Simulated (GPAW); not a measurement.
Here is a GPAW 26.7.0 calculation.

File run.py:

```python
from ase import Atoms
from ase.dft.bandgap import bandgap
from ase.io import write
from ase.units import GPa
from gpaw import GPAW, PW

atoms = Atoms(['Te', 'Te', 'Te', 'Te', 'Mo', 'Mo'],
              cell=[[3.5182, 0.0, 0.0],
                    [-1.7591, 3.0468505756, 0.0],
                    [0.0, 0.0, 13.9736]],
              scaled_positions=[[0.6666666667, 0.3333333333, 0.379],
                                [0.3333333333, 0.6666666667, 0.879],
                                [0.6666666667, 0.3333333333, 0.121],
                                [0.3333333333, 0.6666666667, 0.621],
                                [0.6666666667, 0.3333333333, 0.75],
                                [0.3333333333, 0.6666666667, 0.25]],
              pbc=True)

calc = GPAW(mode=PW(600),
            xc='RPBE',
            kpts={'size': (9, 9, 2), 'gamma': True},
            occupations={'name': 'fermi-dirac', 'width': 0.05},
            nbands=46,
            convergence={'density': 1e-05, 'energy': 1e-05},
            maxiter=150,
            txt='gpaw.txt')
atoms.calc = calc
energy = atoms.get_potential_energy()
forces = atoms.get_forces()
stress = atoms.get_stress()
calc.write('gs.gpw')
write('result.traj', atoms)
print(f'Energy: {energy:.6f} eV')
print('Forces (eV/A):')
print(forces.round(4))
print('Stress (GPa):', (stress / GPa).round(3))
print('Fermi level:', round(calc.get_fermi_level(), 4), 'eV')
print(f'Gap: {bandgap(calc)[0]:.4f} eV, direct: {bandgap(calc, direct=True)[0]:.4f} eV')

path = atoms.cell.bandpath('GMKGALHA,LM,KH', npoints=80, eps=1e-4)
bs_calc = calc.fixed_density(kpts=path, symmetry='off', nbands=73,
                             convergence={'bands': 'CBM+6.0', 'eigenstates': 1e-6}, txt='bands.txt')
bs = bs_calc.band_structure()
bs.write('bs.json')
print(f'Gap on the path: {bandgap(bs_calc)[0]:.4f} eV')
```

Potentials or basis: the program's PAW data sets (release 1.2.1) made for this functional, pw.

Run with:

```console
$ OMP_NUM_THREADS=1 python run.py
```

Problem. Predict the largest force.

Solution. 0.203 eV/Å.

Problem. Estimate the pressure.

Solution. 4.4 GPa.

Problem. Estimate the band gap on the k mesh.

Solution. 0.80 eV, indirect (least direct gap 1.03 eV).

Problem. What does it give for the band gap along the path?

Solution. 0.73 eV, indirect (least direct gap 1.03 eV).

Levels at the corners of the path, in eV from the valence-band top:
| point | band 24 | band 25 | band 26 | band 27 | band 28 | band 29 |
| --- | --- | --- | --- | --- | --- | --- |
| Γ | -1.00 | -0.33 | 0.00 | 2.90 | 2.90 | 3.04 |
| M | -0.95 | -0.61 | -0.32 | 1.25 | 1.31 | 1.45 |
| K | -1.82 | -0.29 | -0.06 | 0.97 | 0.97 | 1.19 |
| Γ | -1.00 | -0.33 | 0.00 | 2.90 | 2.90 | 3.04 |
| A | -1.02 | -0.08 | -0.08 | 2.94 | 2.94 | 2.94 |
| L | -0.96 | -0.47 | -0.47 | 1.28 | 1.28 | 1.63 |
| H | -1.97 | -0.20 | -0.20 | 0.97 | 0.97 | 1.64 |
| A | -1.02 | -0.08 | -0.08 | 2.94 | 2.94 | 2.94 |
| L | -0.96 | -0.47 | -0.47 | 1.28 | 1.28 | 1.63 |
| M | -0.95 | -0.61 | -0.32 | 1.25 | 1.31 | 1.45 |
| K | -1.82 | -0.29 | -0.06 | 0.97 | 0.97 | 1.19 |
| H | -1.97 | -0.20 | -0.20 | 0.97 | 0.97 | 1.64 |

Caveat: spin-orbit coupling is left out, which moves the levels of the heavy elements; this functional lacks dispersion, which binds the layers, so the pressure and a relaxed spacing across them are unreliable.

**What was measured.**

“Broadband infrared study of pressure-tunable Fano resonance and metallization transition in 2H-MoTe2”, 2022, pmc:9569381 quotes, for a bulk crystal of Te2Mo at 300 K: band gap 0.88 ± 0.05 eV (indirect).

Against the measured gap of Te2Mo, 0.88 eV (indirect; 300 K; quoted in “Broadband infrared study of pressure-tunable Fano resonance and metallization transition in 2H-MoTe2”, 2022, pmc:9569381), the calculated 0.73 eV is off by -0.15 eV. Spin-orbit coupling on Mo, Te is left out. The value is that of RPBE, without temperature or zero-point motion. Semilocal functionals fall short of measured gaps as a rule.
